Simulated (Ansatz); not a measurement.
Take a crystal in which Ba has been replaced by Ca on all its sites, with the cell rescaled by a rough guess (in some cases also distorted within its space group) and nothing relaxed:

```yaml
crystal:
  lattice:
    - [3.97433, 0.00000, 0.00000]
    - [-1.98717, 3.44187, 0.00000]
    - [0.00000, 0.00000, 3.60728]
  atoms:
    - { symbol: Ca, position: [0.00000, 0.00000, 0.00000] }
```

Theory: DFT PBE, scalar-relativistic, plane waves, PAW (Ansatz).

Plane waves to 420 eV, a k mesh through Γ of 12×12×12 on the computed 1-atom cell and Gaussian smearing (0.10 eV); no spin polarisation.

(1) What pressure does the cell carry?

(2) Is it a metal on this mesh?

Answers

(1) The pressure is -1.6 GPa (positive in compression), so the cell would contract.

(2) Yes, a band crosses the Fermi level.

This form isn't the element's structure at ambient conditions.